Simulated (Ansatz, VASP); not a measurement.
Two plane-wave programs on Rh

INCAR

```
SYSTEM = Rh
PREC = Accurate
ENCUT = 520
EDIFF = 1E-7
ISMEAR = -1
SIGMA = 0.1
LREAL = .FALSE.
LASPH = .TRUE.
NELM = 100
ALGO = Normal
ISIF = 2
LWAVE = .FALSE.
LCHARG = .FALSE.
GGA = CA
NBANDS = 14
```

The input KPOINTS:

```
Automatic mesh
0
G
  9 9 9
  0 0 0
```

File POSCAR:

```
Rh
1.0
    0.0000000000      1.8776226225      1.8776226225
    1.8776226225      0.0000000000      1.8776226225
    1.8776226225      1.8776226225      0.0000000000
Rh
1
Direct
    0.0000000000      0.0000000000      0.0000000000
```

Input for Ansatz:

```yaml
crystal:
  lattice:
    - [0.0, 1.8776226225, 1.8776226225]
    - [1.8776226225, 0.0, 1.8776226225]
    - [1.8776226225, 1.8776226225, 0.0]
  atoms:
    - { symbol: Rh, position: [0.0, 0.0, 0.0] }
hamiltonian:
  xc: lda
  pseudopotentials:
    kind: paw
    azcp:
      Rh: "pseudopotentials/Rh.paw.azcp"
basis:
  ecutwfc: 420
  fft_grid_basis: typed
kpoints:
  mp_grid: { grid: [9, 9, 9], shift: [0, 0, 0] }
magnetization:
  spin_polarized: false
scf:
  occupations: { method: fermi_dirac, width: 0.1 }
  lower_state_search: "off"
output:
  stress: true
```

Alike in both runs: task single point; functional LDA; k mesh 9 × 9 × 9; occupations fermi-dirac, width 0.1 eV; no spin polarisation.

```csv
,VASP,Ansatz
version,VASP 6.6.1,Ansatz 0.2.0
potentials or method,"VASP PAW LDA potentials, release 64 (Rh_pv)","plane waves (420 eV) with PAW, scalar-relativistic"
plane-wave cutoff (eV),520,420
valence electrons in the cell,15,17
```

|  | VASP | Ansatz | Ansatz less VASP |
| --- | --- | --- | --- |
| pressure (GPa) | 1.0 | 0.0 | -0.93 |

The two sets of potentials don't hold the same shells in valence. Ansatz warned: «pseudo_functional_mismatch».
